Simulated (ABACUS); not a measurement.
Pt under changes of volume

One of the cells (15.080 Å³/atom); the others are scaled copies at fixed shape and fractional positions:

```xyz
1
Lattice="0.0000 1.9609 1.9609 1.9609 0.0000 1.9609 1.9609 1.9609 0.0000" Properties=species:S:1:pos:R:3 pbc="T T T"
Pt    0.0000    0.0000    0.0000
```

```yaml
Program: ABACUS 3.10.1
Functional: PBE
Potentials_or_basis: PseudoDojo NC SR 0.4.1 PBE standard
Cutoff: 1143 eV
Density_cutoff: 4572 eV
Basis: plane waves
k_mesh: 12 × 12 × 12
Occupations: fermi-dirac, width 0.05 eV
Spin: no spin polarisation
```

```tsv
volume (Å³/atom)	energy over the lowest point (meV/atom)	pressure (GPa)
14.175	?	?
14.477	76.24	23.3
14.778	39.43	16.1
15.080	15.39	9.7
15.381	2.69	4.1
15.683	0.00	-0.9
15.985	6.16	-5.3
```

**Question.** What does the run at 14.175 Å³/atom give?

**Answer.** Energy over the lowest point 127.48 meV/atom; pressure 31.4 GPa.

Worked out: A Birch-Murnaghan fit of order 3 (a polynomial in V^(-2/3)) to the other rows has its minimum at 15.62 Å³/atom with B0 = V·E''(V) = 249 GPa and B' = 5.5. It gives 127.72 meV/atom at 14.175 Å³/atom, against the run's 127.48, and -dE/dV = 31.5 GPa, against 31.4.

Energies are extrapolated to zero smearing.
